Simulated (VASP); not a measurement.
**Ni: relaxation of cell and atoms with PBE**

The system is Ni.

```
Ni
1.0
     0.00000    1.76194    1.76194
     1.76194    0.00000    1.76194
     1.76194    1.76194    0.00000
Ni
1
Direct
  0.00000 0.00000 0.00000
```

```
Program                : VASP 6.6.1
Task                   : relaxation of cell and atoms
Functional             : PBE
Potentials or basis    : VASP PAW PBE potentials, release 64 (Ni)
Cutoff                 : 520 eV
k mesh                 : 4 × 4 × 4
Occupations            : gaussian, width 0.1 eV
Spin                   : collinear spin, ferromagnetic start
Starting moments       : [0.8] μB
Further INCAR settings : ALGO = Fast; EDIFF = 1e-07; IBRION = 2; EDIFFG = -0.002; NSW = 80; ISIF = 3
```

```yaml
Relaxed_volume: 10.71 Å³/atom
Relaxed_cell: a = 2.475 Å, b = 2.475 Å, c = 2.475 Å, α = 60.00°, β = 60.00°, γ = 60.00°
Space_group_after_relaxing_to_0.05_Å: Fm-3m (No. 225)
Energy_gained_by_relaxing: 3.1 meV/atom
Ionic_steps: 5
Pressure_after_relaxing: 0.0 GPa
Band_gap_on_the_k_mesh: none (metal or under the smearing width)
Net_moment: 0.59 μB per cell
Site_moments: Ni +0.61 μB
Valence_electrons_inside_the_program's_atomic_spheres: Ni 9.33
```

Step by step:
| step | energy change (eV) | largest force (eV/Å) | pressure (GPa) | volume (Å³) |
| --- | --- | --- | --- | --- |
| 1 | 0.0000 | 0.0000 | -4.19 | 10.94 |
| 2 | -0.0001 | 0.0000 | 4.48 | 10.49 |
| 3 | -0.0031 | 0.0000 | 0.18 | 10.71 |
| 4 | -0.0031 | 0.0000 | -0.09 | 10.72 |
| 5 | -0.0031 | 0.0000 | -0.02 | 10.71 |

Final structure:
```yaml
crystal:
  lattice:
    - [0.00000, 1.74975, 1.74975]
    - [1.74975, 0.00000, 1.74975]
    - [1.74975, 1.74975, 0.00000]
  atoms:
    - { symbol: Ni, position: [0.00000, 0.00000, 0.00000] }
```

Levels at points of the mesh, in eV from the Fermi level:
Spin up:
```
           k point  band 1  band 2  band 3  band 4  band 5  band 6  band 7  band 8  band 9
(0.00, 0.00, 0.00)   -9.18   -2.58   -2.58   -2.58   -1.38   -1.38   23.79   27.77   27.77
(0.50, 0.00, 0.00)   -5.01   -2.56   -2.56   -0.71   -0.71   -0.38    5.68   22.28   24.88
(0.50, 0.50, 0.00)   -4.83   -4.38   -0.66   -0.58   -0.58    2.39    9.27   14.91   14.91
```
Spin down:
```csv
k point,band 1,band 2,band 3,band 4,band 5,band 6,band 7,band 8,band 9
"(0.00, 0.00, 0.00)",-9.23,-1.85,-1.85,-1.85,-0.82,-0.82,23.62,27.74,27.74
"(0.50, 0.00, 0.00)",-4.60,-1.97,-1.97,-0.46,0.02,0.02,6.08,22.13,24.94
"(0.50, 0.50, 0.00)",-4.51,-3.79,-0.07,0.26,0.26,2.34,9.50,14.89,14.89
```

It took 19 s on 1 thread of Intel(R) Xeon(R) Platinum 8259CL CPU @ 2.50GHz (Skylake/Cascade Lake) (shared host), peak memory 0.13 GiB.

Caveat: the k mesh is coarse (spacing up to 0.77 Å⁻¹), so the values aren't converged.
